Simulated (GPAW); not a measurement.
The system is Sn.

```
CELL_PARAMETERS angstrom
-1.89465 1.89465 1.89465
1.89465 -1.89465 1.89465
1.89465 1.89465 -1.89465
ATOMIC_POSITIONS crystal
Sn 0.00000 0.00000 0.00000
```

This isn't the form of Sn at room conditions, which is tetragonal (white tin).

* Program: GPAW 26.7.0
* Task: relaxation of cell and atoms
* Functional: BLYP
* Potentials or basis: PAW data sets generated in the run's folder for this functional
* Cutoff: 600 eV
* Basis: pw
* k mesh: 10 × 10 × 10
* Occupations: fermi-dirac, width 0.05 eV
* Spin: no spin polarisation

At the start: pressure 5.2 GPa; volume 27.20 Å³/atom.

Question: How do energy, volume and symmetry change on relaxing?

Answer: Over 4 steps the energy falls by 50.7 meV/atom and the volume is 30.64 Å³/atom (+12.6 %); space group Im-3m (No. 229, to 0.05 Å).

Step by step:
| step | energy change (eV) | largest force (eV/Å) | pressure (GPa) | volume (Å³) |
| --- | --- | --- | --- | --- |
| 1 | 0.0000 | 0.0000 | 5.17 | 27.20 |
| 2 | -0.0272 | 0.0000 | 3.29 | 28.25 |
| 3 | -0.0504 | 0.0000 | 0.30 | 30.39 |
| 4 | -0.0507 | 0.0000 | 0.02 | 30.64 |

Final structure:
```
Sn
1.0
    -1.97115    1.97115    1.97115
     1.97115   -1.97115    1.97115
     1.97115    1.97115   -1.97115
Sn
1
Direct
  0.00000 0.00000 0.00000
```

Caveat: later steps reuse the first step's grids.
